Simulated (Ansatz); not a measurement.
# Nickel, diamond under BLYP: ground state and equation of state, part 2 of 3

The plan for nickel in the diamond structure: relax it, solve it on a dense k-mesh, then scale the cell to 7 volumes from 88 to 112 % of the relaxed one and try a fit of the equation of state. The start is ferromagnetic. The k-meshes are 11×11×11 for the relaxation; 17×17×17 for the dense run; 12×12×12 for the volumes.

Ansatz 0.2.0; DFT, BLYP, plane waves (420 eV) with PAW, scalar-relativistic. The steps go on from the part before.

## (3) The energy on a finer k-mesh

This is Ni in the diamond structure; at room conditions it is fcc.

input.yaml reads:

```yaml
crystal:
  lattice:
    - [0.0, 2.5949043474, 2.5949043474]
    - [2.5949043474, 0.0, 2.5949043474]
    - [2.5949043474, 2.5949043474, 0.0]
  atoms:
    - { symbol: Ni, position: [0.125, 0.125, 0.125], spin: 0.825 }
    - { symbol: Ni, position: [0.875, 0.875, 0.875], spin: 0.825 }
hamiltonian:
  xc: blyp
  pseudopotentials:
    kind: paw
    azcp:
      Ni: "pseudopotentials/Ni.paw.azcp"
basis:
  ecutwfc: 420
  fft_grid_basis: typed
kpoints:
  mp_grid: { grid: [17, 17, 17], shift: [0, 0, 0] }
magnetization:
  spin_polarized: true
scf:
  occupations: { method: fermi_dirac, width: 0.05 }
```

The program printed, shortened:

```text
Warning: RAYON_NUM_THREADS=2 ignored (pool sized by the plan → 2); use --threads N
[...]
Pseudopotentials: kind: paw
Pseudopotential: Ni, paw, valence charge 18, recommended cutoff 420 eV (normal), <dir>
Functional definition: BLYP
[...]
Crystal: 2 atoms, lattice volume = 34.946 Å³
Basis set: ecut = 420 eV, 701 PW (Γ), exchange–correlation on 50×50×50 points (8 copies of the dense FFT grid, shifted against one another)
[...]
SCF converged after 12 iterations
Magnetization: 1.5812 μB (18.7906 up, 17.2094 down)
Absolute magnetization: 1.7568 μB (∫|ρ↑−ρ↓|, with the PAW one-centre terms)
Spin contamination: 0.0210 ħ² per cell (⟨S²⟩ above its minimum at these occupations)
Per-site moments (μB) at R_I (Å): [(0.8238081117071805, 0.9269918976611204), (0.8238081117071804, 0.9269918976611204)]
Free energy (F): -11694.848427 eV
[...]
E sigma→0 (E₀):  -11694.832273 eV
Entropy (-TS):   -0.032307 eV (-16.154 meV/atom)
Fermi energy:    10.068217 eV
[...]
```

It took 8.8 s on 2 threads of Arm Neoverse V2, shared host; peak memory 0.45 GiB.

## (4) At 88 % of the relaxed volume

input.yaml reads:

```yaml
crystal:
  lattice:
    - [0.0, 2.4866552435, 2.4866552435]
    - [2.4866552435, 0.0, 2.4866552435]
    - [2.4866552435, 2.4866552435, 0.0]
  atoms:
    - { symbol: Ni, position: [0.125, 0.125, 0.125], spin: 0.824 }
    - { symbol: Ni, position: [0.875, 0.875, 0.875], spin: 0.824 }
hamiltonian:
  xc: blyp
  pseudopotentials:
    kind: paw
    azcp:
      Ni: "pseudopotentials/Ni.paw.azcp"
basis:
  ecutwfc: 420
  fft_grid_basis: typed
kpoints:
  mp_grid: { grid: [12, 12, 12], shift: [0, 0, 0] }
magnetization:
  spin_polarized: true
scf:
  occupations: { method: fermi_dirac, width: 0.05 }
  lower_state_search: "off"
output:
  stress: true
```

The program printed, shortened:

```text
Warning: RAYON_NUM_THREADS=2 ignored (pool sized by the plan → 2); use --threads N
[...]
Pseudopotentials: kind: paw
Pseudopotential: Ni, paw, valence charge 18, recommended cutoff 420 eV (normal), <dir>
Functional definition: BLYP
[...]
Crystal: 2 atoms, lattice volume = 30.752 Å³
Basis set: ecut = 420 eV, 609 PW (Γ), exchange–correlation on 48×48×48 points (8 copies of the dense FFT grid, shifted against one another)
[...]
Spin contamination: 0.0167 ħ² per cell (⟨S²⟩ above its minimum at these occupations)
Per-site moments (μB) at R_I (Å): [(0.7943324145201034, 0.8883214771714714), (0.7943324145201035, 0.8883214771714714)]
Free energy (F): -11694.693404 eV
[...]
E sigma→0 (E₀):  -11694.679907 eV
Entropy (-TS):   -0.026994 eV (-13.497 meV/atom)
Fermi energy:    12.076753 eV
[...]
--- Stress (GPa, compression-positive) ---
       13.430293       0.000000       0.000000
        0.000000      13.430293      -0.000000
        0.000000      -0.000000      13.430293
  P = ⅓ Tr σ = 13.4303 GPa (134.303 kbar)
```

Wall time 2.9 s (2 threads of Arm Neoverse V2, shared host); peak memory 0.33 GiB.

## (5) At 92 % of the relaxed volume

Edit input.yaml of step 4 so:

```diff
@@ -2,5 +2,5 @@
   lattice:
-    - [0.0, 2.4866552435, 2.4866552435]
-    - [2.4866552435, 0.0, 2.4866552435]
-    - [2.4866552435, 2.4866552435, 0.0]
+    - [0.0, 2.5237749734, 2.5237749734]
+    - [2.5237749734, 0.0, 2.5237749734]
+    - [2.5237749734, 2.5237749734, 0.0]
   atoms:
@@ -26 +26,5 @@
   stress: true
+  write_density: true
+  write_potential: true
+  elf: true
+  volumetric_format: npy
```

The program printed:

```text
Warning: RAYON_NUM_THREADS=2 ignored (pool sized by the plan → 2); use --threads N
Engine: ansatz 0.2.0, aarch64-unknown-linux-gnu
Pseudopotentials: kind: paw
Pseudopotential: Ni, paw, valence charge 18, recommended cutoff 420 eV (normal), <dir>
Functional definition: BLYP
  parameter beta = 0.0042
  parameter a = 0.04918
  parameter b = 0.132
  parameter c = 0.2533
  parameter d = 0.349
  exchange = b88_x(beta = beta)
  correlation = lyp_c(a = a, b = b, c = c, d = d)
Crystal: 2 atoms, lattice volume = 32.150 Å³
Basis set: ecut = 420 eV, 609 PW (Γ), exchange–correlation on 48×48×48 points (8 copies of the dense FFT grid, shifted against one another)
Bands: 23, of which v1, the nominal top of the filled ones, is band 18 counted from 1 (17 counted from 0)
Symmetry: 48 space group operations
Space group: Fd-3m (ITA 227), of the structure as read, at distance tolerance 3.2e-5 Å
Magnetic group: BNS 227.128 (UNI 1630), of the structure as read, at distance tolerance 3.2e-5 Å
k-points: 72 of 1728
Non-local potential: Ni, projectors of the file, l = 0: 3, l = 1: 2, l = 2: 3, l = 3: 1
PAW form: soft (Blöchl's): semilocal exchange-correlation on the pseudo side does not see the compensation charge
PAW frozen core: Ni, regenerated for the run's functional, and the local potential with it (the file was generated under x = pbe(κ = 0.804, μ = 0.2195149727645171), c = pbe(β = 0.06672455060314922))
PAW one-centre angular grid: Ni, 590 points (default); XC on 64 Gauss nodes
Initial density: superposition of atomic densities (chi_scale 0.1, normalization cell)
Starting moments: Σ|m| = 1.648 μB on 2 of 2 sites
Initial wavefunctions: pseudopotential atomic-orbital guess
Functional: x = b88, c = lyp
SCF iter   1: F=—  HF=-11695.538485 eV  |F-HF|=—  |Δ(HF+E_count)|=         —  Δρ=7.88e-2 (↑6.35e-2 ↓7.88e-2)  dr2=4.85e0  dr2_m=3.25e-2  M=1.234 μB ∫|m|=1.280 μB  β_m=0.30  ethr=3.10e-3  ⟨swp⟩=5.4  Hψ=12968  notcnv=0
preconditioner: auto → Kerker (q_TF=auto, 2.780 Å⁻¹)  [metal: Δε(μ)=0.006 eV  Ē_g=8.312 eV  σ=0.050 eV  W_gap=0.03  n_scr=14 (ndim 8)  ℏωp=29.3 eV  f_vac=0.000  D(μ)=4.84/eV (n_scr^D=64)]
spin=Collinear: Kerker preconditioning applied to the charge; magnetization (m = ρ↑ − ρ↓) channel mixes plain (no charge-response kernel on spin).
SCF iter   2: F=—  HF=-11694.992968 eV  |F-HF|=—  |Δ(HF+E_count)|=   5.46e-1  Δρ=1.83e-2 (↑1.83e-2 ↓1.77e-2)  dr2=4.55e-1  dr2_m=2.27e-2  M=1.430 μB ∫|m|=1.500 μB  β_m=1.00  ethr=3.10e-3  ⟨swp⟩=2.3  Hψ=6571  notcnv=0  defer=18
SCF iter   3: F=—  HF=-11694.893465 eV  |F-HF|=—  |Δ(HF+E_count)|=   9.95e-2  Δρ=1.52e-2 (↑1.52e-2 ↓1.28e-2)  dr2=3.76e-1  dr2_m=1.82e-3  M=1.421 μB ∫|m|=1.540 μB  β_m=1.00  ethr=1.26e-3  ⟨swp⟩=2.0  Hψ=4360  notcnv=0  defer=18
SCF iter   4: F=—  HF=-11694.745342 eV  |F-HF|=—  |Δ(HF+E_count)|=   1.48e-1  Δρ=1.82e-2 (↑6.29e-3 ↓1.82e-2)  dr2=9.75e-2  dr2_m=1.33e-2  M=1.509 μB ∫|m|=1.646 μB  β_m=1.00  ethr=1.04e-3  ⟨swp⟩=3.0  Hψ=5887  notcnv=0  defer=18
SCF iter   5: F=—  HF=-11694.761130 eV  |F-HF|=—  |Δ(HF+E_count)|=   1.58e-2  Δρ=1.03e-2 (↑7.86e-3 ↓1.03e-2)  dr2=5.93e-2  dr2_m=5.32e-4  M=1.522 μB ∫|m|=1.667 μB  β_m=1.00  ethr=2.71e-4  ⟨swp⟩=2.0  Hψ=4726  notcnv=0  defer=18
SCF iter   6: F=—  HF=-11694.764668 eV  |F-HF|=—  |Δ(HF+E_count)|=   3.54e-3  Δρ=3.77e-3 (↑3.59e-3 ↓3.77e-3)  dr2=7.11e-3  dr2_m=1.34e-5  M=1.513 μB ∫|m|=1.664 μB  β_m=0.30  ethr=1.65e-4  ⟨swp⟩=2.9  Hψ=5764  notcnv=0  defer=18
Mixer restart at iter 6: flushing history
spin-set hold released at iteration 6 (site moments contracting): the magnetisation degrees of freedom join the quasi-Newton model from the next iteration; the mixer history was flushed
SCF iter   7: F=—  HF=-11694.774602 eV  |F-HF|=—  |Δ(HF+E_count)|=   9.93e-3  Δρ=2.56e-3 (↑2.56e-3 ↓1.70e-3)  dr2=2.52e-3  dr2_m=8.25e-5  M=1.519 μB ∫|m|=1.674 μB  β_m=0.65  ethr=1.97e-5  ⟨swp⟩=2.5  Hψ=5362  notcnv=0  defer=18
SCF iter   8: F=—  HF=-11694.787159 eV  |F-HF|=—  |Δ(HF+E_count)|=   1.26e-2  Δρ=4.29e-3 (↑4.29e-3 ↓3.75e-3)  dr2=1.24e-2  dr2_m=2.68e-5  M=1.523 μB ∫|m|=1.687 μB  β_m=0.55  ethr=6.99e-6  ⟨swp⟩=2.0  Hψ=6513  notcnv=0  defer=18
SCF iter   9: F=—  HF=-11694.784915 eV  |F-HF|=—  |Δ(HF+E_count)|=   2.24e-3  Δρ=1.28e-3 (↑7.95e-4 ↓1.28e-3)  dr2=1.21e-4  dr2_m=2.69e-4  M=1.536 μB ∫|m|=1.704 μB  β_m=0.72  ethr=6.99e-6  ⟨swp⟩=2.0  Hψ=6683  notcnv=0  defer=17
SCF iter  10: F=—  HF=-11694.785267 eV  |F-HF|=—  |Δ(HF+E_count)|=   3.53e-4  Δρ=1.10e-3 (↑1.98e-4 ↓1.10e-3)  dr2=2.22e-4  dr2_m=7.65e-5  M=1.540 μB ∫|m|=1.708 μB  β_m=0.86  ethr=3.36e-7  ⟨swp⟩=2.0  Hψ=6240  notcnv=0  defer=17
SCF iter  11: F=—  HF=-11694.785275 eV  |F-HF|=—  |Δ(HF+E_count)|=   7.70e-6  Δρ=2.67e-5 (↑2.67e-5 ↓2.42e-5)  dr2=5.49e-7  dr2_m=2.07e-8  M=1.541 μB ∫|m|=1.711 μB  β_m=0.84  ethr=3.36e-7  ⟨swp⟩=2.0  Hψ=4775  notcnv=0  defer=17
SCF iter  12: F=—  HF=-11694.785304 eV  |F-HF|=—  |Δ(HF+E_count)|=   2.88e-5  Δρ=4.65e-5 (↑2.17e-5 ↓4.65e-5)  dr2=1.11e-6  dr2_m=5.87e-8  M=1.540 μB ∫|m|=1.711 μB  β_m=0.92  ethr=1.52e-9  ⟨swp⟩=2.0  Hψ=5947  notcnv=0  defer=17
iter 13 met the thresholds in force, and the SCF goes on: an eigenvalue changes by 0.74 meV, over its tolerance of 0.50 meV (output.eigenvalues, Limitations)
SCF iter  13: F=-11694.785304 eV  HF=-11694.785304 eV  |F-HF|=2.42e-8  |Δ(HF+E_count)|=   1.80e-7  Δρ=6.39e-6 (↑5.90e-6 ↓6.39e-6)  dr2=7.53e-8  dr2_m=1.80e-10  M=1.540 μB ∫|m|=1.711 μB  β_m=0.96  ethr=2.78e-10  ⟨swp⟩=6.6  Hψ=21341  notcnv=0
SCF iter  14: F=-11694.785304 eV  HF=-11694.785304 eV  |F-HF|=2.91e-10  |Δ(HF+E_count)|=   5.02e-8  Δρ=1.16e-6 (↑3.11e-7 ↓1.16e-6)  dr2=4.75e-10  dr2_m=1.05e-10  M=1.540 μB ∫|m|=1.711 μB  ethr=2.09e-10  ⟨swp⟩=5.1  Hψ=18863  notcnv=0
SCF 1 converged in 14 iterations: F = -11694.785304 eV  dr2 = 4.75e-10
SCF converged after 14 iterations
an eigenvalue changed by more than its tolerance at an iteration that met the thresholds in force, so the SCF went on 1 time: the last check found none over its tolerance
Magnetization: 1.5403 μB (18.7702 up, 17.2298 down)
Absolute magnetization: 1.7122 μB (∫|ρ↑−ρ↓|, with the PAW one-centre terms)
Spin contamination: 0.0181 ħ² per cell (⟨S²⟩ above its minimum at these occupations)
Per-site moments (μB) at R_I (Å): [(0.8029322184007341, 0.9015819616649157), (0.8029322184007338, 0.9015819616649157)]
Free energy (F): -11694.785304 eV
Harris-Foulkes:  -11694.785304 eV  (|F-HF|=2.91e-10)
Internal energy: -11694.756512 eV  (E = F + TS)
E sigma→0 (E₀):  -11694.770908 eV
Entropy (-TS):   -0.028793 eV (-14.396 meV/atom)
Fermi energy:    11.348989 eV
--- Per-component energies (eV) ---
  E_band       = -811.909777
  E_kinetic    = 565.728699
  E_local      = -8819.734437  (includes V_loc(G=0)·N_el)
  E_nonlocal   = 1267.411551
  E_hartree    = 3721.165230
  E_xc         = -164.344213
  E_vxc        = -211.079108  (∫ρ·V_xc dr)
  E_paw        = -3285.937508  (= ΣΔE_a)
  E_vpaw       = -1056.565350  (= ΣTr[D̂ρ^β])
  E_aug_tail   = 0.000976  (compensation charges beyond the density's cutoff)
  E_ewald      = -4979.054485
  E_core_change = 0.007674  (= ΣΔE_core)
  E_smearing   = -0.028793  (= −TS)
  E_closure    = 0.000000  (closes the sum)
  Σ components = -11694.785304   (vs F -11694.785304, Δ=0.00e0)
--- Stress (GPa, compression-positive) ---
        7.860458      -0.000000      -0.000000
       -0.000000       7.860458      -0.000000
       -0.000000      -0.000000       7.860458
  P = ⅓ Tr σ = 7.8605 GPa (78.605 kbar)
--- Band table (eV; the first three rows and the last of 144) ---
  k-point 0 ↑: bands = ["-92.3066", "-92.1956", "-52.8531", "-52.8531", "-52.8531", "-52.6262", "-52.6262", "-52.6262", "4.6632", "8.0642", "8.0642", "8.1214", "8.1214", "8.1214", "9.5911", "9.5911", "9.5911", "10.5882", "10.5882", "23.2264", "23.2264", "23.2264", "23.7433"]
  k-point 1 ↑: bands = ["-92.3052", "-92.1970", "-52.8547", "-52.8547", "-52.8524", "-52.6271", "-52.6246", "-52.6246", "4.7893", "7.9797", "7.9797", "8.1260", "8.2307", "8.2307", "9.5545", "9.5861", "9.5861", "10.5879", "10.5879", "21.1020", "22.4561", "22.4561", "24.5909"]
  k-point 2 ↑: bands = ["-92.3012", "-92.2011", "-52.8590", "-52.8590", "-52.8504", "-52.6297", "-52.6204", "-52.6204", "5.1596", "7.9163", "7.9163", "8.1442", "8.3520", "8.3520", "9.4562", "9.5880", "9.5880", "10.5828", "10.5828", "18.6560", "21.6092", "21.6092", "24.6220"]
  k-point 71 ↓: bands = ["-91.2399", "-91.2399", "-51.9260", "-51.9260", "-51.7632", "-51.7632", "-51.5995", "-51.5995", "8.2727", "8.2727", "8.9631", "8.9631", "9.5907", "9.5907", "9.8888", "9.8888", "11.6488", "11.6488", "13.1600", "13.1600", "14.2887", "14.2887", "25.3561"]
```

It took 4.4 s on 2 threads of Arm Neoverse V2, shared host; peak memory 0.34 GiB.

Axes a, b and c in the maps are those of this run's conventional cell (a, b, c = 5.048, 5.048, 5.048 Å).

Density in a lattice plane of the grid's cell (edges 5.05 and 5.05 Å, at 0.125 of the third edge), which holds Ni. It is the smooth density of the valence electrons, not physical close to the nuclei.

Values in e/Å³, 12 rows by 12 columns:
```
 0.24  0.30  0.31  0.24  0.20  0.16  0.13  0.12  0.12  0.13  0.16  0.19
 0.13  0.12  0.12  0.13  0.16  0.20  0.24  0.32  0.32  0.24  0.19  0.16
 0.08  0.06  0.06  0.08  0.13  0.24  0.66  2.88  2.90  0.72  0.24  0.13
 0.06  0.05  0.05  0.06  0.12  0.31  2.41 25.14 25.99  2.90  0.32  0.12
 0.06  0.05  0.05  0.06  0.12  0.30  2.36 24.61 25.14  2.88  0.32  0.12
 0.08  0.06  0.06  0.08  0.13  0.24  0.62  2.36  2.41  0.66  0.24  0.13
 0.13  0.12  0.12  0.13  0.16  0.19  0.24  0.30  0.31  0.24  0.20  0.16
 0.24  0.32  0.32  0.24  0.19  0.16  0.13  0.12  0.12  0.13  0.16  0.20
 0.66  2.88  2.90  0.72  0.24  0.13  0.08  0.06  0.06  0.08  0.13  0.24
 2.41 25.14 25.99  2.90  0.32  0.12  0.06  0.05  0.05  0.06  0.12  0.31
 2.36 24.61 25.14  2.88  0.32  0.12  0.06  0.05  0.05  0.06  0.12  0.30
 0.62  2.36  2.41  0.66  0.24  0.13  0.08  0.06  0.06  0.08  0.13  0.24
```
Columns run along the first of these edges and rows up along the second, over one cell in 12 and 12 even steps from the bottom left corner. Atoms in the plane (fractional): Ni at (0.12, 0.12), Ni at (0.62, 0.62).

Spin density (up less down) in a lattice plane of the grid's cell (edges 5.05 and 5.05 Å, at 0.125 of the third edge), which holds Ni.

Ten even steps from ' ' (-0.01 e/Å³) to '@' (2.45 e/Å³):
```
                                                
                                                
                                                
                                                
                                                
                          ..::--::..            
                          ::**@@##::            
                          ::**@@**::            
                          ..::--::..            
                                                
                                                
                                                
                                                
                                                
                                                
  ..::--::..                                    
  ::**@@##::                                    
  ::**@@**::                                    
  ..::--::..                                    
                                                
```
Columns run along the first of these edges and rows up along the second, over one cell in 24 and 20 even steps from the bottom left corner. Atoms in the plane (fractional): Ni at (0.12, 0.12), Ni at (0.62, 0.62).

## (6) At 96 % of the relaxed volume

Edit input.yaml of step 5 so:

```diff
@@ -2,5 +2,5 @@
   lattice:
-    - [0.0, 2.5237749734, 2.5237749734]
-    - [2.5237749734, 0.0, 2.5237749734]
-    - [2.5237749734, 2.5237749734, 0.0]
+    - [0.0, 2.5598337734, 2.5598337734]
+    - [2.5598337734, 0.0, 2.5598337734]
+    - [2.5598337734, 2.5598337734, 0.0]
   atoms:
@@ -26,5 +26 @@
   stress: true
-  write_density: true
-  write_potential: true
-  elf: true
-  volumetric_format: npy
```

The program printed, shortened:

```text
Warning: RAYON_NUM_THREADS=2 ignored (pool sized by the plan → 2); use --threads N
[...]
Pseudopotentials: kind: paw
Pseudopotential: Ni, paw, valence charge 18, recommended cutoff 420 eV (normal), <dir>
Functional definition: BLYP
[...]
Crystal: 2 atoms, lattice volume = 33.548 Å³
Basis set: ecut = 420 eV, 645 PW (Γ), exchange–correlation on 50×50×50 points (8 copies of the dense FFT grid, shifted against one another)
[...]
Spin contamination: 0.0195 ħ² per cell (⟨S²⟩ above its minimum at these occupations)
Per-site moments (μB) at R_I (Å): [(0.8109873927719333, 0.9144634443572834), (0.8109873927719329, 0.9144634443572834)]
Free energy (F): -11694.833924 eV
[...]
E sigma→0 (E₀):  -11694.818614 eV
Entropy (-TS):   -0.030621 eV (-15.311 meV/atom)
Fermi energy:    10.683196 eV
[...]
--- Stress (GPa, compression-positive) ---
        3.460111      -0.000000       0.000000
        0.000000       3.460111      -0.000000
       -0.000000      -0.000000       3.460111
  P = ⅓ Tr σ = 3.4601 GPa (34.601 kbar)
```

Wall time 3.2 s (2 threads of Arm Neoverse V2, shared host); peak memory 0.34 GiB.

## (7) At 100 % of the relaxed volume

Edit input.yaml of step 6 so:

```diff
@@ -2,5 +2,5 @@
   lattice:
-    - [0.0, 2.5598337734, 2.5598337734]
-    - [2.5598337734, 0.0, 2.5598337734]
-    - [2.5598337734, 2.5598337734, 0.0]
+    - [0.0, 2.5949043474, 2.5949043474]
+    - [2.5949043474, 0.0, 2.5949043474]
+    - [2.5949043474, 2.5949043474, 0.0]
   atoms:
@@ -26 +26,5 @@
   stress: true
+  write_density: true
+  write_potential: true
+  elf: true
+  volumetric_format: npy
```

The program printed, shortened:

```text
Warning: RAYON_NUM_THREADS=2 ignored (pool sized by the plan → 2); use --threads N
[...]
Pseudopotentials: kind: paw
Pseudopotential: Ni, paw, valence charge 18, recommended cutoff 420 eV (normal), <dir>
Functional definition: BLYP
[...]
Crystal: 2 atoms, lattice volume = 34.946 Å³
Basis set: ecut = 420 eV, 701 PW (Γ), exchange–correlation on 50×50×50 points (8 copies of the dense FFT grid, shifted against one another)
[...]
Free energy (F): -11694.848329 eV
[...]
E sigma→0 (E₀):  -11694.832071 eV
Entropy (-TS):   -0.032515 eV (-16.258 meV/atom)
Fermi energy:    10.072673 eV
[...]
--- Stress (GPa, compression-positive) ---
       -0.017004       0.000000       0.000000
        0.000000      -0.017004      -0.000000
        0.000000       0.000000      -0.017004
  P = ⅓ Tr σ = -0.0170 GPa (-0.170 kbar)
--- Band table (eV; the first three rows and the last of 144) ---
[... band rows left out ...]
[...]
```

Wall time 4.9 s (2 threads of Arm Neoverse V2, shared host); peak memory 0.35 GiB.

## (8) At 104 % of the relaxed volume

Edit input.yaml of step 7 so:

```diff
@@ -2,5 +2,5 @@
   lattice:
-    - [0.0, 2.5949043474, 2.5949043474]
-    - [2.5949043474, 0.0, 2.5949043474]
-    - [2.5949043474, 2.5949043474, 0.0]
+    - [0.0, 2.6290517416, 2.6290517416]
+    - [2.6290517416, 0.0, 2.6290517416]
+    - [2.6290517416, 2.6290517416, 0.0]
   atoms:
@@ -26,5 +26 @@
   stress: true
-  write_density: true
-  write_potential: true
-  elf: true
-  volumetric_format: npy
```

The program printed, shortened:

```text
Warning: RAYON_NUM_THREADS=2 ignored (pool sized by the plan → 2); use --threads N
[...]
Pseudopotentials: kind: paw
Pseudopotential: Ni, paw, valence charge 18, recommended cutoff 420 eV (normal), <dir>
Functional definition: BLYP
[...]
Crystal: 2 atoms, lattice volume = 36.344 Å³
Basis set: ecut = 420 eV, 725 PW (Γ), exchange–correlation on 50×50×50 points (8 copies of the dense FFT grid, shifted against one another)
[...]
Spin contamination: 0.0224 ħ² per cell (⟨S²⟩ above its minimum at these occupations)
Per-site moments (μB) at R_I (Å): [(0.8273707416652644, 0.9391905583868453), (0.827370741665264, 0.9391905583868453)]
Free energy (F): -11694.835738 eV
[...]
E sigma→0 (E₀):  -11694.818496 eV
Entropy (-TS):   -0.034483 eV (-17.241 meV/atom)
Fermi energy:    9.510537 eV
[...]
--- Stress (GPa, compression-positive) ---
       -2.758179      -0.000000      -0.000000
       -0.000000      -2.758179       0.000000
       -0.000000       0.000000      -2.758179
  P = ⅓ Tr σ = -2.7582 GPa (-27.582 kbar)
```

It took 3.9 s on 2 threads of Arm Neoverse V2, shared host; peak memory 0.34 GiB.

## (9) At 108 % of the relaxed volume

Edit input.yaml of step 8 so:

```diff
@@ -2,5 +2,5 @@
   lattice:
-    - [0.0, 2.6290517416, 2.6290517416]
-    - [2.6290517416, 0.0, 2.6290517416]
-    - [2.6290517416, 2.6290517416, 0.0]
+    - [0.0, 2.6623344108, 2.6623344108]
+    - [2.6623344108, 0.0, 2.6623344108]
+    - [2.6623344108, 2.6623344108, 0.0]
   atoms:
```

The program printed, shortened:

```text
Warning: RAYON_NUM_THREADS=2 ignored (pool sized by the plan → 2); use --threads N
[...]
Pseudopotentials: kind: paw
Pseudopotential: Ni, paw, valence charge 18, recommended cutoff 420 eV (normal), <dir>
Functional definition: BLYP
[...]
Crystal: 2 atoms, lattice volume = 37.741 Å³
Basis set: ecut = 420 eV, 725 PW (Γ), exchange–correlation on 54×54×54 points (8 copies of the dense FFT grid, shifted against one another)
[...]
Spin contamination: 0.0240 ħ² per cell (⟨S²⟩ above its minimum at these occupations)
Per-site moments (μB) at R_I (Å): [(0.8368703161497282, 0.9510803086629387), (0.8368703161497278, 0.9510803086629387)]
Free energy (F): -11694.801893 eV
[...]
E sigma→0 (E₀):  -11694.783637 eV
Entropy (-TS):   -0.036513 eV (-18.256 meV/atom)
Fermi energy:    8.991619 eV
[...]
--- Stress (GPa, compression-positive) ---
       -4.909222       0.000000      -0.000000
       -0.000000      -4.909222      -0.000000
       -0.000000      -0.000000      -4.909222
  P = ⅓ Tr σ = -4.9092 GPa (-49.092 kbar)
```

Run time: 4 s. Hardware: 2 threads of Arm Neoverse V2, shared host; peak memory 0.35 GiB.

[end of part 2 of 3]
